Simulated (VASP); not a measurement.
# GaP (F-43m) in VASP: further runs

The runs below take GaP through single point, with LDA.

Everything below comes from runs of VASP 6.6.1. Logs are shortened: lines on timing, memory, paths and dates and some standing lists are left out, and cuts for length are marked.

## Step 1: The undisturbed crystal

Symmetry: F-43m, No. 216, cubic system. The conventional cell has a = 5.451 Å, b = 5.451 Å, c = 5.451 Å, α = 90.00°, β = 90.00°, γ = 90.00°. Around Ga (site symmetry -43m) lie 4 P at 2.36 Å. Around P (site symmetry -43m) lie 4 Ga at 2.36 Å.

## Step 2: Single point, LDA (grid = ENCUT=400 dk=0.45 cell=2x2x2 ISMEAR=0 SIGMA=0.05 LREAL=Auto EDIFF=1e-06)

The input, INCAR:

```
  PREC = Accurate
  ENCUT = 400
  EDIFF = 1E-6
  ISMEAR = 0
  SIGMA = 0.05
  LREAL = Auto
  LASPH = True
  NELM = 120
  ALGO = Fast
  ISIF = 2
  LWAVE = False
  LCHARG = False
  GGA = CA
  NBANDS = 80
```

The input, KPOINTS:

```
Automatic mesh
0
Gamma
  3 3 3
```

The input, POSCAR:

```
GaP
1.0
    0.0000000000      5.4505000000      5.4505000000
    5.4505000000      0.0000000000      5.4505000000
    5.4505000000      5.4505000000      0.0000000000
Ga P
8 8
Direct
    0.0000000000      0.0000000000      0.0000000000
    0.0000000000      0.0000000000      0.5000000000
    0.0000000000      0.5000000000      0.0000000000
    0.0000000000      0.5000000000      0.5000000000
    0.5000000000      0.0000000000      0.0000000000
    0.5000000000      0.0000000000      0.5000000000
    0.5000000000      0.5000000000      0.0000000000
    0.5000000000      0.5000000000      0.5000000000
    0.3750000000      0.3750000000      0.3750000000
    0.3750000000      0.3750000000      0.8750000000
    0.3750000000      0.8750000000      0.3750000000
    0.3750000000      0.8750000000      0.8750000000
    0.8750000000      0.3750000000      0.3750000000
    0.8750000000      0.3750000000      0.8750000000
    0.8750000000      0.8750000000      0.3750000000
    0.8750000000      0.8750000000      0.8750000000
```

Potentials or basis: VASP PAW LDA potentials, release 64 (Ga_d, P).

The run is started by

```console
$ cat potpaw_LDA.64/Ga_d/POTCAR potpaw_LDA.64/P/POTCAR > POTCAR
$ mpirun -np 1 vasp_std > vasp.out
```

OUTCAR:

```text
PREC = Accurate
   ENCUT = 400
   EDIFF = 1E-6
   ISMEAR = 0
   LREAL = Auto
   LASPH = True
   NELM = 120
   ISIF = 2
   GGA = CA

 Found      4 irreducible k-points:

 Following reciprocal coordinates:
            Coordinates               Weight
  0.000000  0.000000  0.000000      1.000000
  0.333333  0.000000  0.000000      8.000000
  0.333333  0.333333  0.000000      6.000000
 -0.333333  0.333333  0.000000     12.000000
   k-points           NKPTS =      4   k-points in BZ     NKDIM =      4   number of bands    NBANDS=     80
   number of dos      NEDOS =    301   number of ions     NIONS =     16
   total plane-waves  NPLWV = 125000
   dimension x,y,z NGX =    50 NGY =   50 NGZ =   50
   dimension x,y,z NGXF=   100 NGYF=  100 NGZF=  100
   ions per type =               8   8
   NGX,Y,Z   is equivalent  to a cutoff of  10.78, 10.78, 10.78 a.u.
   NGXF,Y,Z  is equivalent  to a cutoff of  21.57, 21.57, 21.57 a.u.
 SYSTEM =  unknown system
   PREC   = accura    normal or accurate (medium, high low for compatibility)
   ISTART =      0    job   : 0-new  1-cont  2-samecut
   ICHARG =      2    charge: 1-file 2-atom 10-const
   ISPIN  =      1    spin polarized calculation?
   LNONCOLLINEAR =      F non collinear calculations
   LSORBIT =      F    spin-orbit coupling
   LASPH  =      T    aspherical Exc in radial PAW
   ENCUT  =  400.0 eV  29.40 Ry    5.42 a.u.  12.57 12.57 12.57*2*pi/ulx,y,z
   NELM   =    120;   NELMIN=  2; NELMDL= -5     # of ELM steps
   EDIFF  = 0.1E-05   stopping-criterion for ELM
   LREAL  =      T    real-space projection
   EDIFFG = 0.1E-04   stopping-criterion for IOM
   NSW    =      0    number of steps for IOM
   IBRION =     -1    ionic relax: 0-MD 1-quasi-New 2-CG
   NFREE  =      0    steps in history (QN), initial steepest desc. (CG)
   ISIF   =      2    stress and relaxation
   ISYM   =      2    0-nonsym 1-usesym 2-fastsym
   POTIM  = 0.5000    time-step for ionic-motion
   TEBEG  =    0.0;   TEEND  =   0.0 temperature during run
   PSTRESS=    0.0 pullay stress
   NELECT =     144.0000    total number of electrons
   NUPDOWN=      -1.0000    fix difference up-down
   EMIN   =  10.00;   EMAX   =-10.00  energy-range for DOS
   EFERMI =   0.00;   METHOD = LEGACY
   ISMEAR =     0;   SIGMA  =   0.05  broadening in eV -4-tet -1-fermi 0-gaus
   EFERMI_NEDOS =   21; number of points for ismear=-14 and -15
   IALGO  =     68    algorithm
   IMIX   =      4    mixing-type and parameters
     AMIX     =   0.40;   BMIX     =  1.00
     AMIX_MAG =   1.60;   BMIX_MAG =  1.00
  volume/ion in A,a.u.               =      20.24       136.59
  Fermi-wavevector in a.u.,A,eV,Ry     =   1.249538  2.361284 21.243377  1.561344
  Thomas-Fermi vector in A             =   2.383574
   LORBIT       =      0    0 simple, 1 ext, 2 COOP (PROOUT), +10 PAW based schemes
   GGA     = CA    functional components
   LHFCALC =     F    Hartree Fock is set to
   AEXX    =    0.0000 exact exchange contribution
   IVDW    =     0    specifies the selected vdW correction
   LEPSILON=     F    determine dielectric tensor
   LRPA    =     F    only Hartree local field effects (RPA)
 non-spin polarized calculation
 RMM-DIIS sequential band-by-band and
 Gauss-broadening in eV      SIGMA  =   0.05
  energy-cutoff  :      400.00
  volume of cell :      323.85
 maximum number of plane-waves:      5961
 NGX is ok and might be reduce to    50
   NGX = 25   NGY = 25   NGZ = 25

 number of electron     144.0000105 magnetization

 Free energy of the ion-electron system (eV)
  ---------------------------------------------------
  ext. energy  EPLUGINS =         0.00000000
  ---------------------------------------------------
  free energy    TOTEN  =       -83.40393405 eV

  energy without entropy =      -83.40393405  energy(sigma->0) =      -83.40393405

 E-fermi :   4.7835     XC(G=0): -10.1624

 val. band max:        4.5121125327   @ k =   0.0000   0.0000   0.0000
 cond. band min:       6.0027668059   @ k =   0.0000   0.0000   0.0000
 fundamental gap:      1.4906542732
 Fermi energy:         4.7835276335

 k-point     1 :       0.0000    0.0000    0.0000
  band No.  band energies     occupation
      1     -10.3105      2.00000
      2     -10.3105      2.00000
      3     -10.3105      2.00000
      4     -10.2748      2.00000
      5     -10.2748      2.00000
      6     -10.2748      2.00000
[... 72 lines left out ...]
     79       6.1799      0.00000
     80       6.1892      0.00000

 k-point     2 :       0.3333    0.0000    0.0000
  band No.  band energies     occupation
      1     -10.2972      2.00000
      2     -10.2972      2.00000
      3     -10.2972      2.00000
      4     -10.2778      2.00000
      5     -10.2778      2.00000
      6     -10.2778      2.00000
[... 72 lines left out ...]
     79       7.1161      0.00000
     80       7.1203      0.00000

 k-point     3 :       0.3333    0.3333    0.0000
  band No.  band energies     occupation
      1     -10.2963      2.00000
      2     -10.2963      2.00000
      3     -10.2873      2.00000
      4     -10.2707      2.00000
      5     -10.2707      2.00000
      6     -10.2707      2.00000
[... 72 lines left out ...]
     79       7.7808      0.00000
     80       7.8611      0.00000

 k-point     4 :      -0.3333    0.3333    0.0000
  band No.  band energies     occupation
      1     -10.2860      2.00000
      2     -10.2853      2.00000
      3     -10.2853      2.00000
      4     -10.2799      2.00000
      5     -10.2799      2.00000
      6     -10.2618      2.00000
[... 72 lines left out ...]
     79       8.3272      0.00000
     80       8.4527      0.00000

------------------------ aborting loop because EDIFF is reached ----------------------------------------

  FORCE on cell =-STRESS in cart. coord.  units (eV):
  Direction    XX          YY          ZZ          XY          YZ          ZX
  --------------------------------------------------------------------------------------
  -------------------------------------------------------------------------------------
  Total       -5.6959094     -5.6959094     -5.6959094      0.0000000      0.0000000     -0.0000000
  in kB      -28.1795871    -28.1795871    -28.1795871      0.0000000      0.0000000     -0.0000000
  external PRESSURE =     -28.1795871 kB  Pullay stress =       0.0000000 kB

 VOLUME and BASIS-vectors are now :
 -----------------------------------------------------------------------------
  energy-cutoff  :      400.00
  volume of cell :      323.85
      direct lattice vectors                 reciprocal lattice vectors
     0.000000000  5.450500000  5.450500000    -0.091734703  0.091734703  0.091734703
     5.450500000  0.000000000  5.450500000     0.091734703 -0.091734703  0.091734703
     5.450500000  5.450500000  0.000000000     0.091734703  0.091734703 -0.091734703

 POSITION                                       TOTAL-FORCE (eV/Angst)
 -----------------------------------------------------------------------------------
      0.00000      0.00000      0.00000         0.000000      0.000000     -0.000000
      2.72525      2.72525      0.00000         0.000000      0.000000     -0.000000
      2.72525      0.00000      2.72525         0.000000      0.000000     -0.000000
      5.45050      2.72525      2.72525         0.000000      0.000000     -0.000000
      0.00000      2.72525      2.72525         0.000000      0.000000     -0.000000
      2.72525      5.45050      2.72525         0.000000      0.000000     -0.000000
[... 8 lines left out ...]
      6.81313      6.81313      9.53838        -0.000000     -0.000000      0.000000
      9.53838      9.53838      9.53838        -0.000000     -0.000000     -0.000000
 -----------------------------------------------------------------------------------
    total drift:                                0.000014      0.000014      0.000015

  FREE ENERGIE OF THE ION-ELECTRON SYSTEM (eV)
  ---------------------------------------------------
  free  energy   TOTEN  =       -83.4039340519 eV

  energy  without entropy=      -83.4039340519  energy(sigma->0) =      -83.40393405
```

Run time: 3.6 min. Hardware: 1 thread of Intel Xeon 6975P-C (Granite Rapids), shared host; peak memory 0.28 GiB.

The run converged, but some of its settings lie outside the range that counts as converged, so its numbers aren't taken as properties of the crystal.

What came out:

```yaml
Free_energy: -83.4039 eV
Pressure: -2.8 GPa
Band_gap_on_the_k_mesh: 1.49 eV
```

Caveat: an odd mesh through Γ misses points on the zone boundary, where band edges often lie.

## Step 3: Single point, LDA (grid = ENCUT=460 dk=0.45 cell=2x2x2 ISMEAR=0 SIGMA=0.05 LREAL=Auto EDIFF=1e-06)

INCAR, as its differences from that of step 2:

```diff
@@ -1,3 +1,3 @@
   PREC = Accurate
-  ENCUT = 400
+  ENCUT = 460
   EDIFF = 1E-6
```

KPOINTS is that of step 2.

POSCAR is that of step 2.

Potentials or basis: VASP PAW LDA potentials, release 64 (Ga_d, P).

The run is started by

```console
$ cat potpaw_LDA.64/Ga_d/POTCAR potpaw_LDA.64/P/POTCAR > POTCAR
$ mpirun -np 1 vasp_std > vasp.out
```

OUTCAR:

```text
PREC = Accurate
   ENCUT = 460
   EDIFF = 1E-6
   ISMEAR = 0
   LREAL = Auto
   LASPH = True
   NELM = 120
   ISIF = 2
   GGA = CA

 Found      4 irreducible k-points:

 Following reciprocal coordinates:
            Coordinates               Weight
  0.000000  0.000000  0.000000      1.000000
  0.333333  0.000000  0.000000      8.000000
  0.333333  0.333333  0.000000      6.000000
 -0.333333  0.333333  0.000000     12.000000
   k-points           NKPTS =      4   k-points in BZ     NKDIM =      4   number of bands    NBANDS=     80
   number of dos      NEDOS =    301   number of ions     NIONS =     16
   total plane-waves  NPLWV = 157464
   dimension x,y,z NGX =    54 NGY =   54 NGZ =   54
   dimension x,y,z NGXF=   108 NGYF=  108 NGZF=  108
   ions per type =               8   8
   NGX,Y,Z   is equivalent  to a cutoff of  11.65, 11.65, 11.65 a.u.
   NGXF,Y,Z  is equivalent  to a cutoff of  23.29, 23.29, 23.29 a.u.
 SYSTEM =  unknown system
   PREC   = accura    normal or accurate (medium, high low for compatibility)
   ISTART =      0    job   : 0-new  1-cont  2-samecut
   ICHARG =      2    charge: 1-file 2-atom 10-const
   ISPIN  =      1    spin polarized calculation?
   LNONCOLLINEAR =      F non collinear calculations
   LSORBIT =      F    spin-orbit coupling
   LASPH  =      T    aspherical Exc in radial PAW
   ENCUT  =  460.0 eV  33.81 Ry    5.81 a.u.  13.48 13.48 13.48*2*pi/ulx,y,z
   NELM   =    120;   NELMIN=  2; NELMDL= -5     # of ELM steps
   EDIFF  = 0.1E-05   stopping-criterion for ELM
   LREAL  =      T    real-space projection
   EDIFFG = 0.1E-04   stopping-criterion for IOM
   NSW    =      0    number of steps for IOM
   IBRION =     -1    ionic relax: 0-MD 1-quasi-New 2-CG
   NFREE  =      0    steps in history (QN), initial steepest desc. (CG)
   ISIF   =      2    stress and relaxation
   ISYM   =      2    0-nonsym 1-usesym 2-fastsym
   POTIM  = 0.5000    time-step for ionic-motion
   TEBEG  =    0.0;   TEEND  =   0.0 temperature during run
   PSTRESS=    0.0 pullay stress
   NELECT =     144.0000    total number of electrons
   NUPDOWN=      -1.0000    fix difference up-down
   EMIN   =  10.00;   EMAX   =-10.00  energy-range for DOS
   EFERMI =   0.00;   METHOD = LEGACY
   ISMEAR =     0;   SIGMA  =   0.05  broadening in eV -4-tet -1-fermi 0-gaus
   EFERMI_NEDOS =   21; number of points for ismear=-14 and -15
   IALGO  =     68    algorithm
   IMIX   =      4    mixing-type and parameters
     AMIX     =   0.40;   BMIX     =  1.00
     AMIX_MAG =   1.60;   BMIX_MAG =  1.00
  volume/ion in A,a.u.               =      20.24       136.59
  Fermi-wavevector in a.u.,A,eV,Ry     =   1.249538  2.361284 21.243377  1.561344
  Thomas-Fermi vector in A             =   2.383574
   LORBIT       =      0    0 simple, 1 ext, 2 COOP (PROOUT), +10 PAW based schemes
   GGA     = CA    functional components
   LHFCALC =     F    Hartree Fock is set to
   AEXX    =    0.0000 exact exchange contribution
   IVDW    =     0    specifies the selected vdW correction
   LEPSILON=     F    determine dielectric tensor
   LRPA    =     F    only Hartree local field effects (RPA)
 non-spin polarized calculation
 RMM-DIIS sequential band-by-band and
 Gauss-broadening in eV      SIGMA  =   0.05
  energy-cutoff  :      460.00
  volume of cell :      323.85
 maximum number of plane-waves:      7343
 NGX is ok and might be reduce to    54
   NGX = 27   NGY = 27   NGZ = 27

 number of electron     143.9999890 magnetization

 Free energy of the ion-electron system (eV)
  ---------------------------------------------------
  ext. energy  EPLUGINS =         0.00000000
  ---------------------------------------------------
  free energy    TOTEN  =       -83.40676784 eV

  energy without entropy =      -83.40676784  energy(sigma->0) =      -83.40676784

 E-fermi :   4.7877     XC(G=0): -10.1624

 val. band max:        4.5122631081   @ k =   0.0000   0.0000   0.0000
 cond. band min:       6.0026337299   @ k =   0.0000   0.0000   0.0000
 fundamental gap:      1.4903706218
 Fermi energy:         4.7876541179

 k-point     1 :       0.0000    0.0000    0.0000
  band No.  band energies     occupation
      1     -10.3121      2.00000
      2     -10.3121      2.00000
      3     -10.3121      2.00000
      4     -10.2765      2.00000
      5     -10.2765      2.00000
      6     -10.2765      2.00000
[... 72 lines left out ...]
     79       6.1608      0.00000
[... 248 lines left out ...]
     79       8.3400      0.00000
     80       8.3731      0.00000

------------------------ aborting loop because EDIFF is reached ----------------------------------------

  FORCE on cell =-STRESS in cart. coord.  units (eV):
  Direction    XX          YY          ZZ          XY          YZ          ZX
  --------------------------------------------------------------------------------------
  -------------------------------------------------------------------------------------
  Total       -5.4335427     -5.4335427     -5.4335427      0.0000000      0.0000000      0.0000000
  in kB      -26.8815705    -26.8815705    -26.8815705      0.0000000      0.0000000      0.0000000
  external PRESSURE =     -26.8815705 kB  Pullay stress =       0.0000000 kB

 VOLUME and BASIS-vectors are now :
 -----------------------------------------------------------------------------
  energy-cutoff  :      460.00
  volume of cell :      323.85
      direct lattice vectors                 reciprocal lattice vectors
     0.000000000  5.450500000  5.450500000    -0.091734703  0.091734703  0.091734703
     5.450500000  0.000000000  5.450500000     0.091734703 -0.091734703  0.091734703
     5.450500000  5.450500000  0.000000000     0.091734703  0.091734703 -0.091734703

 POSITION                                       TOTAL-FORCE (eV/Angst)
 -----------------------------------------------------------------------------------
      0.00000      0.00000      0.00000         0.000000     -0.000000      0.000000
      2.72525      2.72525      0.00000         0.000000     -0.000000      0.000000
      2.72525      0.00000      2.72525         0.000000      0.000000      0.000000
      5.45050      2.72525      2.72525         0.000000     -0.000000      0.000000
      0.00000      2.72525      2.72525         0.000000      0.000000      0.000000
      2.72525      5.45050      2.72525         0.000000     -0.000000      0.000000
[... 8 lines left out ...]
      6.81313      6.81313      9.53838        -0.000000     -0.000000     -0.000000
      9.53838      9.53838      9.53838        -0.000000      0.000000     -0.000000
 -----------------------------------------------------------------------------------
    total drift:                               -0.000004     -0.000004     -0.000005

  FREE ENERGIE OF THE ION-ELECTRON SYSTEM (eV)
  ---------------------------------------------------
  free  energy   TOTEN  =       -83.4067678406 eV

  energy  without entropy=      -83.4067678406  energy(sigma->0) =      -83.40676784
```

It took 5.2 min on 1 thread of Intel Xeon 6975P-C (Granite Rapids), shared host; peak memory 0.32 GiB.

These settings aren't checked as converged: the numbers below hold their error.

Results:

```yaml
Free_energy: -83.4068 eV
Pressure: -2.7 GPa
Band_gap_on_the_k_mesh: 1.49 eV
```

Caveat: an odd mesh through Γ misses points on the zone boundary, where band edges often lie.

## Step 4: For comparison

An earlier run on the cell as given: functional PBE; potentials or basis VASP PAW PBE potentials, release 64 (Ga_d, P); cutoff 520 eV; k mesh 8 × 8 × 8; occupations fermi-dirac, width 0.05 eV; no spin polarisation.

* Pressure: 2.5 GPa
* Band gap on the k mesh: 1.64 eV, indirect (least direct gap 1.83 eV)
